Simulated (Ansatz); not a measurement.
Structure types of Ga were relaxed at one common pressure (all-electron LAPW in Ansatz 0.2.0 under PBE, scalar-relativistic, no spin polarisation, zero temperature). They take these volumes:

```
    type  space group  V (Å³/atom)
     bcc        Im-3m        17.12
     hcp     P6_3/mmc        16.98
      sc        Pm-3m        17.82
beta tin     I4_1/amd        17.48
 diamond        Fd-3m        22.02
```

Task: At about which pressure, and is the densest type also the lowest in enthalpy?

Result: 7.4 GPa. The densest is hcp, and it is also the lowest in enthalpy among these.
